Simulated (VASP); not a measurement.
The system is TlBr.

```
Tl Br
1.0
     3.97000    0.00000    0.00000
     0.00000    3.97000    0.00000
     0.00000    0.00000    3.97000
Tl Br
1 1
Cartesian
  0.0000 0.0000 0.0000
  1.9850 1.9850 1.9850
```

| Quantity | Value |
| --- | --- |
| Program | VASP 6.6.1 |
| Task | relaxation of cell and atoms |
| Functional | LDA |
| Potentials or basis | VASP PAW LDA potentials, release 64 (Tl_d, Br) |
| Cutoff | 600 eV |
| k mesh | 8 × 8 × 8 |
| Occupations | gaussian, width 0.02 eV |
| Spin | no spin polarisation |

At the start: pressure -2.6 GPa; volume 31.29 Å³/atom.

Q: How do energy, volume and symmetry change on relaxing?

A: Over 4 steps the energy falls by 25.6 meV/atom and the volume is 28.36 Å³/atom (-9.4 %); space group Pm-3m (No. 221, to 0.05 Å).

The path:
```
step  energy change (eV)  largest force (eV/Å)  pressure (GPa)  volume (Å³)
   1              0.0000                0.0000           -2.55        62.57
   2             -0.0477                0.0000           -0.78        58.17
   3             -0.0512                0.0000           -0.05        56.82
   4             -0.0513                0.0000            0.02        56.71
```

Final structure:
```xyz
2
Lattice="3.8420 0.0000 0.0000 0.0000 3.8420 0.0000 0.0000 0.0000 3.8420" Properties=species:S:1:pos:R:3 pbc="T T T"
Tl    0.0000    0.0000    0.0000
Br    1.9210    1.9210    1.9210
```
